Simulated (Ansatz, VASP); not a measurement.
## Two plane-wave programs on ZnCu

File INCAR:

```
ALGO = Normal
EDIFF = 1E-6
ENCUT = 520
GGA = PS
ISIF = 2
ISMEAR = 0
LASPH = True
LCHARG = False
LREAL = False
LWAVE = False
NBANDS = 18
NELM = 100
PREC = Accurate
SIGMA = 0.1
```

The input KPOINTS:

```
k-points
0
Gamma
  14 14 14
```

The input POSCAR:

```
ZnCu
1.0
    2.9047713000      0.0000000000      0.0000000000
    0.0000000000      2.9047713000      0.0000000000
    0.0000000000      0.0000000000      2.9047713000
Zn Cu
1 1
Direct
    0.5000000000      0.5000000000      0.5000000000
    0.0000000000      0.0000000000      0.0000000000
```

Input for Ansatz:

```yaml
crystal:
  lattice:
    - [2.9047713, 0.0, 0.0]
    - [0.0, 2.9047713, 0.0]
    - [0.0, 0.0, 2.9047713]
  atoms:
    - { symbol: Zn, position: [0.5, 0.5, 0.5] }
    - { symbol: Cu, position: [0.0, 0.0, 0.0] }
basis:
  ecutwfc: 420
kpoints:
  mp_grid: { grid: [14, 14, 14] }
hamiltonian:
  xc: pbesol
scf:
  occupations: { method: gaussian, width: 0.1 }
output:
  forces: true
  stress: true
  eigenvalues: true
```

Alike in both runs: task single point; functional PBEsol; k mesh 14 × 14 × 14; occupations gaussian, width 0.1 eV; no spin polarisation.

|  | VASP | Ansatz |
| --- | --- | --- |
| version | VASP 6.6.1 | Ansatz 0.2.0 |
| potentials or method | VASP PAW PBE potentials, release 64 (Zn, Cu) | scalar-relativistic, plane waves, PAW |
| plane-wave cutoff (eV) | 520 | 420 |
| valence electrons in the cell | 23 | 31 |

VASP gave:

| Item | Value |
| --- | --- |
| gap on the k mesh at the Fermi level (eV) | none |
| pressure (GPa) | 1.2 |

Task: What did Ansatz give for the same quantities?

Result: gap on the k mesh at the Fermi level (eV): none; pressure (GPa): 0.5.

A gap of «none» marks a metal or a gap that the smearing closes. The two sets of potentials don't hold the same shells in valence.

Caveats: the PAW data sets were made with another functional, which shifts forces and pressure a little (VASP).
